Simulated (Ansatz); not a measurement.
**Calculated quadrupolar parameters for GeS at a changed volume**

The cell is a COD entry, relaxed with PBE at fixed cell and then changed (volume scaled by 1.02, ions relaxed).

```
Ge S
1.0
    10.53934    0.00000    0.00000
     0.00000    3.66511    0.00000
     0.00000    0.00000    4.32546
Ge S
4 4
Direct
  0.62188 0.25000 0.36836
  0.87812 0.75000 0.86836
  0.12188 0.25000 0.13164
  0.37812 0.75000 0.63164
  0.84994 0.25000 0.49654
  0.65006 0.75000 0.99654
  0.34994 0.25000 0.00346
  0.15006 0.75000 0.50346
```

Sites (sets of like atoms) are named by element and the number of their first atom in this list.

Level of theory: DFT, PBE, plane waves and PAW, scalar-relativistic, 420 eV cutoff, Γ-centred 5×12×10 k-points, Fermi–Dirac smearing 0.02 eV (Ansatz 0.2.0).

C_Q = eQV_zz/h, which is 24.18 MHz for Q = 1 b and V_zz = 10²¹ V/m²; η = (V_xx − V_yy)/V_zz.

⁷³Ge: I = 9/2, Q = -196.0 mb; S-33: I = 3/2, Q = -69.40 mb. Quadrupole moments are those of Pyykkö's year-2017 table.

```
site  atoms (order as listed)                                    first shell  V_zz (10²¹ V/m²)     η  C_Q (MHz)
  Ge               1, 2, 3, 4    3 S at 2.46–2.47 Å; also 3 S at 3.27–3.29 Å             -7.39  0.34       35.0
   S               5, 6, 7, 8  3 Ge at 2.46–2.47 Å; also 3 Ge at 3.27–3.29 Å             -5.35  0.01       8.98
```

At Ge and S V_zz stands upright on the plane through its three neighbours (within 11°) in each case.

The relaxation (3 steps) took 3.1 min of wall time (3.1 min of CPU time) and 1.1 GiB at its peak, on 1 thread of Intel Xeon Platinum 8259CL CPU @ 2.50GHz (Skylake/Cascade Lake) (x86_64; 16 cores open to the job, memory cap 3.0 GiB, no GPU), a shared host with a load of 0.5 a core.
